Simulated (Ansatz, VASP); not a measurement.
## One calculation of In3Se, two programs

INCAR

```
ALGO = Normal ; EDIFF = 1E-7
ENCUT = 520 ; GGA = PS
ISIF = 2 ; ISMEAR = 0
LASPH = True ; LCHARG = False
LREAL = False ; LWAVE = False
NBANDS = 30 ; NELM = 60
PREC = Accurate ; SIGMA = 0.05
```

The input KPOINTS:

```
k-points
0
Gamma
  5 5 5
```

Contents of POSCAR:

```
In3Se
1.0
    4.8037580000      0.0000000000      0.0000000000
    0.0000000000      4.8037580000      0.0000000000
    0.0000000000      0.0000000000      4.8037580000
In Se
3 1
Direct
    0.0000000000      0.5000000000      0.5000000000
    0.5000000000      0.0000000000      0.5000000000
    0.5000000000      0.5000000000      0.0000000000
    0.0000000000      0.0000000000      0.0000000000
```

Input for Ansatz:

```yaml
crystal:
  lattice:
    - [4.803758, 0.0, 0.0]
    - [0.0, 4.803758, 0.0]
    - [0.0, 0.0, 4.803758]
  atoms:
    - { symbol: In, position: [0.0, 0.5, 0.5] }
    - { symbol: In, position: [0.5, 0.0, 0.5] }
    - { symbol: In, position: [0.5, 0.5, 0.0] }
    - { symbol: Se, position: [0.0, 0.0, 0.0] }
basis:
  ecutwfc: 420
kpoints:
  mp_grid: { grid: [5, 5, 5] }
hamiltonian:
  xc: pbesol
scf:
  occupations: { method: gaussian, width: 0.05 }
output:
  forces: true
  stress: true
  eigenvalues: true
```

Alike in both runs: task single point; functional PBEsol; k mesh 5 × 5 × 5; occupations gaussian, width 0.05 eV; no spin polarisation.

|  | VASP | Ansatz |
| --- | --- | --- |
| version | VASP 6.6.1 | Ansatz 0.2.0 |
| potentials or method | VASP PAW PBE potentials, release 64 (In_d, Se) | scalar-relativistic, plane waves, PAW |
| plane-wave cutoff (eV) | 520 | 420 |
| valence electrons in the cell | 45 | 55 |

|  | VASP | Ansatz | Ansatz less VASP |
| --- | --- | --- | --- |
| gap on the k mesh at the Fermi level (eV) | none | none | - |
| pressure (GPa) | -2.5 | -2.5 | +0.03 |

A gap of «none» marks a metal or a gap that the smearing closes. With one functional, cell and mesh, what is left measures potentials, basis and numerics. The two sets of potentials don't hold the same shells in valence.

Caveats: the PAW data sets were made with another functional, which shifts forces and pressure a little (VASP).
